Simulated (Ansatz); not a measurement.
# MnSb: the cost of one run

Computed with Ansatz 0.2.0 (DFT r²SCAN, scalar-relativistic, plane waves, PAW (the target; the first runs use scalar-relativistic PBE), unless a step's input says otherwise).

1 further run of the same task is left out (it didn't finish). Runs told in other sessions of the task aren't counted.

### Step 1. The starting structure

Symmetry: F-43m, No. 216, cubic system. The conventional cell has a = 5.301 Å, b = 5.301 Å, c = 5.301 Å, α = 90.00°, β = 90.00°, γ = 90.00°. Around Mn (site symmetry -43m) lie 4 Sb at 2.30 Å. Sb (site symmetry -43m) has 4 Mn at 2.30 Å in its first shell of neighbours.

Coordinates:

```
Mn Sb
1.0
     0.00000    2.65049    2.65049
     2.65049    0.00000    2.65049
     2.65049    2.65049    0.00000
Mn Sb
1 1
Direct
  0.00000 0.00000 0.00000
  0.25000 0.25000 0.25000
```

Starting moments: Mn 3.50 μB.

### Step 2. At the starting volume (PBE, 6×6×6 mesh)

The input, input.yaml:

```yaml
crystal:
  lattice:
    - [0.0, 2.6504923732, 2.6504923732]
    - [2.6504923732, 0.0, 2.6504923732]
    - [2.6504923732, 2.6504923732, 0.0]
  atoms:
    - { symbol: Mn, position: [0.0, 0.0, 0.0], spin: 3.5 }
    - { symbol: Sb, position: [0.25, 0.25, 0.25] }
basis:
  ecutwfc: 420
  ecutrho_ratio: 4
kpoints:
  mp_grid: { grid: [6, 6, 6] }
hamiltonian:
  xc: pbe
scf:
  occupations: { method: gaussian, width: 0.05 }
output:
  forces: true
  stress: true
  eigenvalues: true
  populations: true
magnetization:
  spin_polarized: true
```

Launch:

```console
ansatz run input.yaml --threads 2 --pin off --max-ram 2662MiB --backend cpu --events-out ev --progress --plain --runs-dir out
```

Q: Estimate wall time and peak memory on 2 threads of Arm Neoverse V2, shared host.

About 2.6 s, with a peak of 0.33 GiB.
